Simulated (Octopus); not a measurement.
Input of an Octopus 16.4 run:

The input inp:

```
CalculationMode = gs
UnitsOutput = eV_Angstrom
PeriodicDimensions = 3
ExperimentalFeatures = yes
PseudopotentialSet = pseudodojo_pbesol
%LatticeParameters
 1*angstrom | 1*angstrom | 1*angstrom
%
%LatticeVectors
 0 | 3.205 | 3.205
 3.205 | 0 | 3.205
 3.205 | 3.205 | 0
%
%ReducedCoordinates
 "Te" | 0.75 | 0.75 | 0.75
 "Cd" | 0 | 0 | 0
%
%Spacing
 0.11927775*angstrom | 0.11927775*angstrom | 0.11927775*angstrom
%
DerivativesOrder = 8
%KPointsGrid
 7 | 7 | 7
%
KPointsUseSymmetries = yes
XCFunctional = gga_x_pbe_sol + gga_c_pbe_sol
SmearingFunction = fermi_dirac
Smearing = 0.05*eV
ExtraStates = 6
Eigensolver = chebyshev_filter
ConvRelDens = 3e-7
MaximumIter = 120
```

Potentials or basis: pseudodojo_pbesol (PseudoDojo 0.4, PBEsol).

Run with:

```console
$ OMP_NUM_THREADS=1 octopus > out.log
```

What does it give for the band gap on the k mesh?

0.76 eV, direct.

Caveat: spin-orbit coupling is left out, which moves the levels of the heavy elements.

**The experiment to reproduce.**

From a printed reference work, data compilation, for a bulk crystal of CdTe at 0 K: band gap 1.607 eV.

Against the measured gap of CdTe, 1.607 eV (0 K; a printed reference work, data compilation), the calculated 0.76 eV is off by -0.85 eV. Spin-orbit coupling on Cd, Te is left out. The value is that of PBEsol, without temperature or zero-point motion. Semilocal functionals fall short of measured gaps as a rule.
